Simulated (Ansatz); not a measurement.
Free-standing chains of the atoms of Ni, named by their start (strip: triangular double chain, ladder: square double chain); atoms and period are relaxed, and energies count from relaxed bulk Ni (Fm-3m, 10.89 Å³/atom, gap on the mesh 0.00 eV).

Level of theory: DFT PBE, scalar-relativistic, plane waves, PAW in Ansatz 0.2.0.

Cutoff 420 eV, Gaussian smearing of 0.05 eV, energies at zero smearing, symmetry of each start kept, collinear spin where a moment is listed.

| start | atoms | k mesh | excess energy (eV per host atom) | period (Å) | highest filled level or Fermi level under vacuum (eV) | size of the moment (μB per cell) |
| --- | --- | --- | --- | --- | --- | --- |
| linear chain | 1 | 1×1×29 | 2.801 | 2.175 | 5.06 | 1.17 |
| dimerised chain | 2 | 1×1×15 | 2.789 | 4.351 | 4.98 | 2.27 |
| zigzag chain | 2 | 1×1×16 | 2.462 | 3.395 | - | 1.88 |
| ladder chain | 4 | 1×1×15 | 2.084 | 4.495 | - | 3.49 |
| strip chain | 2 | 1×1×27 | 2.035 | 2.297 | - | 1.88 |

Zero in every row: gap on the mesh (eV).

Each run keeps its start's symmetry and one magnetic start, so lower states can exist. Rows stand on unlike meshes and boxes, so starts that end alike can differ by a few hundredths of an eV per atom.